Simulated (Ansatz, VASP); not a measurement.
## GaPH2 (GaP wire along [110], 8 atoms a period, H-terminated): VASP beside Ansatz

Wanted: the spread between two codes on one cell, functional and k mesh. The structure shown is the start of the Ansatz relaxation below; VASP solves that cell, so the two are compared at the walk's first step.

Calculated with Ansatz 0.2.0; plane waves, with VASP 6.6.1 beside it; single point at PBE.

## (1) The starting structure

The cell holds 16 atoms: 8 H, 4 Ga and 4 P. Cell: a = 15.425 Å, b = 13.276 Å, c = 3.896 Å, α = 90.0°, β = 90.0°, γ = 90.0°. Vacuum lies along a and b. The structure's axis is c.

## (2) Ansatz: relaxation, PBE

Ansatz runs on its default PAW (the set named soft_2) files.

The two programs are compared at the cell with which this relaxation starts, whose forces are those of its first step.

The input, input.yaml:

```yaml
crystal:
  lattice:
    - [15.425, 0.0, 0.0]
    - [0.0, 13.276, 0.0]
    - [0.0, 0.0, 3.8961583643]
  atoms:
    - { symbol: H, position: [0.220421394, 0.402838143, 0.0] }
    - { symbol: Ga, position: [0.279560028, 0.50001083, 0.0] }
    - { symbol: P, position: [0.547469266, 0.353273923, 0.0] }
    - { symbol: H, position: [0.600993472, 0.26532649, 0.0] }
    - { symbol: Ga, position: [0.636772345, 0.50001083, 0.0] }
    - { symbol: P, position: [0.368863107, 0.50001083, 0.5] }
    - { symbol: H, position: [0.399027553, 0.256101235, 0.5] }
    - { symbol: H, position: [0.399027553, 0.743920425, 0.5] }
    - { symbol: Ga, position: [0.458166186, 0.353273923, 0.5] }
    - { symbol: Ga, position: [0.458166186, 0.646747737, 0.5] }
    - { symbol: P, position: [0.726075425, 0.50001083, 0.5] }
    - { symbol: H, position: [0.779599631, 0.412063398, 0.5] }
    - { symbol: H, position: [0.779599631, 0.587958262, 0.5] }
    - { symbol: H, position: [0.220421394, 0.597183517, 0.0] }
    - { symbol: P, position: [0.547469266, 0.646747737, 0.0] }
    - { symbol: H, position: [0.600993472, 0.73469517, 0.0] }
kpoints:
  mp_grid: { grid: [1, 1, 21] }
scf:
  occupations: { method: fermi_dirac, width: 0.05 }
hamiltonian:
  xc: pbe
relax:
  cell: { fix: [a, b, alpha, beta, gamma] }
  max_steps: 45
  f_tol: 0.03
```

Run with:

```bash
> ansatz run input.yaml --threads 4 --pin off --max-ram 16384MiB --backend cpu --events-out ev --progress --plain --runs-dir out
```

Numbers of over 12 decimals in the logs are rounded to 6 here.

Output:

```text
Engine: ansatz 0.2.0, aarch64-unknown-linux-gnu
Pseudopotentials: kind: paw
Pseudopotential: H, paw, valence charge 1, recommended cutoff 420 eV (normal), H.paw.azcp
Pseudopotential: Ga, paw, valence charge 13, recommended cutoff 420 eV (normal), Ga.paw.azcp
Pseudopotential: P, paw, valence charge 5, recommended cutoff 420 eV (normal), P.paw.azcp
Functional definition: PBE
  parameter kappa = 0.804
  parameter beta = 0.066725
  exchange = pbe_x(kappa = kappa, mu = beta*pi^2/3)
  correlation = pbe_c(beta = beta)
Crystal: 16 atoms, lattice volume = 797.864 Å³
Basis set: ecut = 420 eV, 15647 PW (Γ), exchange–correlation on 216×180×54 points (8 copies of the dense FFT grid, shifted against one another)
Bands: 56, of which v1, the nominal top of the filled ones, is band 40 counted from 1 (39 counted from 0)
Symmetry: 4 space group operations
Space group: Pmm2 (ITA 25), of the structure as read, at distance tolerance 9.3e-5 Å
k-points: 11 of 21
Non-local potential: H, projectors of the file, l = 0: 2, l = 1: 1
Non-local potential: Ga, projectors of the file, l = 0: 2, l = 1: 2, l = 2: 3, l = 3: 1
Non-local potential: P, projectors of the file, l = 0: 2, l = 1: 2, l = 2: 2
PAW form: soft (Blöchl's): semilocal exchange-correlation on the pseudo side does not see the compensation charge
PAW one-centre angular grid: H, 110 points (default); XC on 64 Gauss nodes
PAW one-centre angular grid: Ga, 590 points (default); XC on 64 Gauss nodes
PAW one-centre angular grid: P, 110 points (default); XC on 64 Gauss nodes
Initial density: superposition of atomic densities (neutral atoms: chi_scale 0, normalization atom), corrected by the library's trained network
Initial wavefunctions: pseudopotential atomic-orbital guess
Functional: x = pbe(κ = 0.804, μ = 0.219515), c = pbe(β = 0.066725)
SCF iter   1: F=—  HF=-18282.739104 eV  |F-HF|=—  |Δ(HF+E_count)|=         —  Δρ=3.23e-3  dr2=9.55e-1  ethr=1.77e-3  ⟨swp⟩=11.5  Hψ=3696  notcnv=0  defer=9
preconditioner: auto → Resta (q_TF=auto, 1.860 Å⁻¹)  ε∞=1.7  [insulator: Δε(μ)=2.648 eV  Ē_g=13.857 eV  σ=0.050 eV  W_gap=1.00  n_scr=72 (ndim 8)  ℏωp=11.8 eV  f_vac=0.646  D(μ)=0.00/eV (n_scr^D=0)  ε∞_Penn≈1.7  vacuum switching on, ρ_ref=1.4e-2 e/Å³]
SCF iter   2: F=—  HF=-18282.483485 eV  |F-HF|=—  |Δ(HF+E_count)|=   2.56e-1  Δρ=2.52e-3  dr2=1.53e-1  ethr=1.19e-3  ⟨swp⟩=3.6  Hψ=882  notcnv=0  defer=122
SCF iter   3: F=—  HF=-18282.454816 eV  |F-HF|=—  |Δ(HF+E_count)|=   2.87e-2  Δρ=8.64e-4  dr2=1.09e-2  ethr=1.91e-4  ⟨swp⟩=3.4  Hψ=949  notcnv=0  defer=113
SCF iter   4: F=—  HF=-18282.455376 eV  |F-HF|=—  |Δ(HF+E_count)|=   5.60e-4  Δρ=3.38e-4  dr2=1.33e-3  ethr=1.37e-5  ⟨swp⟩=2.0  Hψ=736  notcnv=0  defer=113
SCF iter   5: F=—  HF=-18282.455804 eV  |F-HF|=—  |Δ(HF+E_count)|=   4.28e-4  Δρ=1.12e-4  dr2=1.44e-4  ethr=1.67e-6  ⟨swp⟩=2.0  Hψ=962  notcnv=0  defer=113
SCF iter   6: F=—  HF=-18282.455810 eV  |F-HF|=—  |Δ(HF+E_count)|=   5.77e-6  Δρ=3.99e-5  dr2=1.89e-5  ethr=1.79e-7  ⟨swp⟩=2.5  Hψ=964  notcnv=0  defer=113
SCF iter   7: F=—  HF=-18282.455763 eV  |F-HF|=—  |Δ(HF+E_count)|=   4.71e-5  Δρ=1.32e-5  dr2=1.54e-6  ethr=2.36e-8  ⟨swp⟩=3.0  Hψ=1157  notcnv=0  defer=113
SCF iter   8: F=—  HF=-18282.455764 eV  |F-HF|=—  |Δ(HF+E_count)|=   1.19e-6  Δρ=5.21e-6  dr2=2.17e-7  ethr=1.93e-9  ⟨swp⟩=2.0  Hψ=943  notcnv=0  defer=113
SCF iter   9: F=-18282.455764 eV  HF=-18282.455764 eV  |F-HF|=2.46e-8  |Δ(HF+E_count)|=   2.45e-7  Δρ=1.58e-6  dr2=1.76e-8  ethr=1.25e-10  ⟨swp⟩=5.0  Hψ=2103  notcnv=0
SCF 1 converged in 9 iterations: F = -18282.455764 eV  dr2 = 1.76e-8
  greatest PAW one-centre occupation: 0.994 electrons in one spin orbital (limit 2), on the Ga atom at site 4 (counted from 0), in its partial waves of l = 2
relax step   1: F+E_penalty+E_count = -18282.45576432 eV  Δ(F+E_penalty+E_count) = +0.000e0 eV  max|allowed force component| = 1.044e0 eV/Å  Δτ_max = 0.0000 Å  P = -0.104 GPa  Ω = 797.864 Å³  fix = [a, b, alpha, beta, gamma]  reactions: a -0.215, b -0.671 GPa  (9 SCF iters, dr2 threshold 1.00e-7 eV, accepted)
[...]
relax step   3: F+E_penalty+E_count = -18282.77391690 eV  Δ(F+E_penalty+E_count) = -7.828e-2 eV  max|allowed force component| = 1.231e-1 eV/Å  Δτ_max = 0.0769 Å  P = +0.003 GPa  Ω = 806.454 Å³  energy of the carried Pulay correction = -1.436e-3 eV  fix = [a, b, alpha, beta, gamma]  reactions: a -0.056, b -0.075 GPa  (6 SCF iters, dr2 threshold 1.60e-6 eV, accepted)
[...]
relax step   4: F+E_penalty+E_count = -18282.77666881 eV  Δ(F+E_penalty+E_count) = -2.752e-3 eV  max|allowed force component| = 1.677e-2 eV/Å  Δτ_max = 0.0118 Å  P = -0.001 GPa  Ω = 808.884 Å³  energy of the carried Pulay correction = -1.839e-3 eV  fix = [a, b, alpha, beta, gamma]  reactions: a -0.056, b +0.019 GPa  (5 SCF iters, dr2 threshold 9.47e-7 eV, accepted)
[...]
relax step   5: F+E_penalty+E_count = -18282.77875051 eV  Δ(F+E_penalty+E_count) = -2.082e-3 eV  max|allowed force component| = 1.696e-2 eV/Å  Δτ_max = 0.0000 Å  P = +0.001 GPa  Ω = 808.884 Å³  fix = [a, b, alpha, beta, gamma]  reactions: a -0.054, b +0.019 GPa  stress off target by 3.83e-2 GPa on what of the cell is left free  SCF on the basis re-selected at this cell (its energy is not comparable with the rows above)  (7 SCF iters)
basis re-selected at this cell: Δ(F+E_penalty+E_count) = -2.082e-3 eV, ΔP = +0.002 GPa vs the last step (what re-selecting the basis moved, of the pressure what is left beyond the Pulay correction that the steps carried, after the strain that the cell walked since its last selection, with what the two solves' SCF thresholds leave and, on support functions, any second-order correction that the steps lacked; it is no m [...]
SCF converged after 7 iterations
Free energy (F): -18282.778751 eV
Harris-Foulkes:  -18282.778751 eV  (|F-HF|=6.26e-9)
Internal energy: -18282.778750 eV  (E = F + TS)
E sigma→0 (E₀):  -18282.778751 eV
Entropy (-TS):   -0.000000 eV (-0.000 meV/atom)
Fermi energy:    -1.586659 eV
--- Per-component energies (eV) ---
  E_band       = -950.114047
  E_kinetic    = 845.949627
  E_local      = -27435.442472  (includes V_loc(G=0)·N_el)
  E_nonlocal   = 1845.143588
  E_hartree    = 13016.738482
  E_xc         = -590.398818
  E_vxc        = -562.212920  (∫ρ·V_xc dr)
  E_paw        = -10235.220232  (= ΣΔE_a)
  E_vpaw       = -1677.018761  (= ΣTr[D̂ρ^β])
  E_aug_tail   = -0.010042  (compensation charges beyond the density's cutoff)
  E_ewald      = 4270.461117
  E_smearing   = -0.000000  (= −TS)
  E_closure    = 0.000000  (closes the sum)
  Σ components = -18282.778751   (vs F -18282.778751, Δ=0.00e0)
--- Forces (eV/Å), atoms counted from 1 ---
  atom   1  H      0.00858347     0.00302411     0.00000000
  atom   2  Ga    -0.01696404     0.00000000     0.00000000
  atom   3  P     -0.00127207    -0.00358922     0.00000000
  atom   4  H     -0.00892007     0.00240017     0.00000000
  atom   5  Ga     0.00995824     0.00000000     0.00000000
  atom   6  P     -0.00418262     0.00000000     0.00000000
  atom   7  H      0.00569707    -0.01106168     0.00000000
  atom   8  H      0.00569707     0.01106168     0.00000000
  atom   9  Ga    -0.00343071     0.00981956     0.00000000
  atom  10  Ga    -0.00343071    -0.00981956     0.00000000
  atom  11  P      0.00658019     0.00000000     0.00000000
  atom  12  H      0.00164910     0.00093017     0.00000000
  atom  13  H      0.00164910    -0.00093017     0.00000000
  atom  14  H      0.00858347    -0.00302411     0.00000000
  atom  15  P     -0.00127207     0.00358922     0.00000000
  atom  16  H     -0.00892007    -0.00240017     0.00000000
  max |Σ_I F_I| component: 5.35e-6 eV/Å
--- Stress (GPa, compression-positive) ---
       -0.054173       0.000000       0.000000
        0.000000       0.018863       0.000000
        0.000000       0.000000       0.038325
  P = ⅓ Tr σ = 0.0010 GPa (0.010 kbar)
--- Relaxed structure (4 steps of the walk, 4 accepted, 1 SCFs on fresh bases) ---
  F+E_penalty+E_count = -18282.77875051 eV   max|allowed force component| = 1.696e-2 eV/Å   (the final SCF, on the basis selected at the relaxed cell)
  cell:  # Å, volume = 808.8842 Å³
    - [15.425, 0.0, 0.0]
    - [0.0, 13.276, 0.0]
    - [0.0, 0.0, 3.949971]
  atoms:
    - { symbol: H, position: [0.228005, 0.396283, 0.0] }
    - { symbol: Ga, position: [0.276642, 0.50001083, 0.0] }
    - { symbol: P, position: [0.543731, 0.357506, 0.0] }
    - { symbol: H, position: [0.602976, 0.274972, 0.0] }
    - { symbol: Ga, position: [0.631194, 0.50001083, 0.0] }
    - { symbol: P, position: [0.369393, 0.50001083, 0.500000] }
    - { symbol: H, position: [0.405232, 0.248055, 0.500000] }
    - { symbol: H, position: [0.405232, 0.751967, 0.500000] }
    - { symbol: Ga, position: [0.451538, 0.352583, 0.500000] }
    - { symbol: Ga, position: [0.451538, 0.647439, 0.500000] }
    - { symbol: P, position: [0.720978, 0.50001083, 0.500000] }
    - { symbol: H, position: [0.780728, 0.418553, 0.500000] }
    - { symbol: H, position: [0.780728, 0.581469, 0.500000] }
    - { symbol: H, position: [0.228005, 0.603738, 0.0] }
    - { symbol: P, position: [0.543731, 0.642516, 0.0] }
    - { symbol: H, position: [0.602976, 0.725050, 0.0] }
```

Reading the cycles: dr2 is the Hartree energy of the density residual (eV), the measure of convergence; HF is the Harris–Foulkes estimate of the energy, which meets the free energy F at convergence.

(Part 1 of 2 ends here.)

[Lines on the potential files, build, host, timing and source positions are cut from VASP's logs without a mark.]

[Logs are printed without paths, hosts, clocks, repeated set-up lines and the standing remarks that a program may print on its own settings, such as how far it seeks lower states.]

[Hosts, paths, dates, database ids (printed as entryN), source tags and the programs' standing remarks are cut or masked in the printed files.]
